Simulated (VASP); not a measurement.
Write the native input for VASP 6.6.1 that does the following.

```yaml
Task: relaxation of cell and atoms
Functional: PBEsol
Potentials_or_basis: VASP PAW PBE potentials, release 64 (In_d, P)
Cutoff: 600 eV
k_mesh: 8 × 8 × 8
Occupations: gaussian, width 0.03 eV
Spin: no spin polarisation
Further_INCAR_settings: ALGO = Normal; EDIFF = 1e-06; IBRION = 2; EDIFFG = -0.01; NSW = 90; ISIF = 3
```

The structure of InP lies in POSCAR:

```
InP
1.0
    0.0000000000      2.9305000000      2.9305000000
    2.9305000000      0.0000000000      2.9305000000
    2.9305000000      2.9305000000      0.0000000000
In P
1 1
Direct
    0.0000000000      0.0000000000      0.0000000000
    0.2500000000      0.2500000000      0.2500000000
```

One way to write it, as run:

INCAR

```
SYSTEM = InP
ALGO = Normal
EDIFF = 1E-6
EDIFFG = -0.01
ENCUT = 600
GGA = PS
IBRION = 2
ISIF = 3
ISMEAR = 0
LASPH = .True.
LCHARG = .False.
LREAL = .False.
LWAVE = .False.
NELM = 80
NSW = 90
PREC = Accurate
SIGMA = 0.03
```

KPOINTS

```
k-points
0
Gamma
  8 8 8
  0 0 0
```

Potentials or basis: VASP PAW PBE potentials, release 64 (In_d, P).

Launch:

```sh
$ cat potpaw_PBE.64/In_d/POTCAR potpaw_PBE.64/P/POTCAR > POTCAR
$ mpirun -np 1 vasp_std > vasp.out
```

It gave:

```yaml
Relaxed_volume: 25.39 Å³/atom
Relaxed_cell: a = 4.157 Å, b = 4.157 Å, c = 4.157 Å, α = 60.00°, β = 60.00°, γ = 60.00°
Space_group_after_relaxing_to_0.05_Å: F-43m (No. 216)
Energy_gained_by_relaxing: 0.4 meV/atom
Ionic_steps: 3
Pressure_after_relaxing: 0.0 GPa
Band_gap_on_the_k_mesh: 0.57 eV, direct
```

Caveat: the PAW data sets were made with another functional, which shifts forces and pressure a little; spin-orbit coupling is left out, which moves the levels of the heavy elements.

Wall time 26 s on 1 thread of Intel(R) Xeon(R) 6975P-C (Granite Rapids), with other jobs on the host, peak memory 0.22 GiB.
